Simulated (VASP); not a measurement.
The system is BaO.

```xyz
2
Lattice="0.0000 2.7600 2.7600 2.7600 0.0000 2.7600 2.7600 2.7600 0.0000" Properties=species:S:1:pos:R:3 pbc="T T T"
Ba    0.0000    0.0000    0.0000
O     2.7600    2.7600    2.7600
```

The cell was built by a generator and needn't be a form met in nature.

```yaml
Program: VASP 6.6.1
Task: relaxation of cell and atoms
Functional: r2SCAN
Dispersion: rVV10
Potentials_or_basis: VASP PAW PBE potentials, release 64 (Ba_sv, O)
Cutoff: 600 eV
k_mesh: 8 × 8 × 8
Occupations: gaussian, width 0.02 eV
Spin: no spin polarisation
```

At the start: pressure 1.8 GPa; volume 21.02 Å³/atom.

How do energy, volume and symmetry change on relaxing?

Over 3 steps the energy falls by 2.7 meV/atom and the volume is 21.50 Å³/atom (+2.3 %); space group Fm-3m (No. 225, to 0.05 Å).

The path:
| step | energy change (eV) | largest force (eV/Å) | pressure (GPa) | volume (Å³) |
| --- | --- | --- | --- | --- |
| 1 | 0.0000 | 0.0000 | 1.83 | 42.05 |
| 2 | -0.0038 | 0.0000 | -0.92 | 43.53 |
| 3 | -0.0053 | 0.0000 | 0.00 | 43.00 |

Final structure:
```cif
data_structure
_symmetry_space_group_name_H-M 'P 1'
_symmetry_Int_Tables_number 1
_cell_length_a 3.9325
_cell_length_b 3.9325
_cell_length_c 3.9325
_cell_angle_alpha 60.000
_cell_angle_beta 60.000
_cell_angle_gamma 60.000
_cell_volume 43.00
loop_
_atom_site_label
_atom_site_type_symbol
_atom_site_fract_x
_atom_site_fract_y
_atom_site_fract_z
_atom_site_occupancy
Ba1 Ba 0.00000 0.00000 0.00000 1
O1 O 0.50000 0.50000 0.50000 1
```

Caveat: the PAW data sets were made with another functional, which shifts forces and pressure a little.
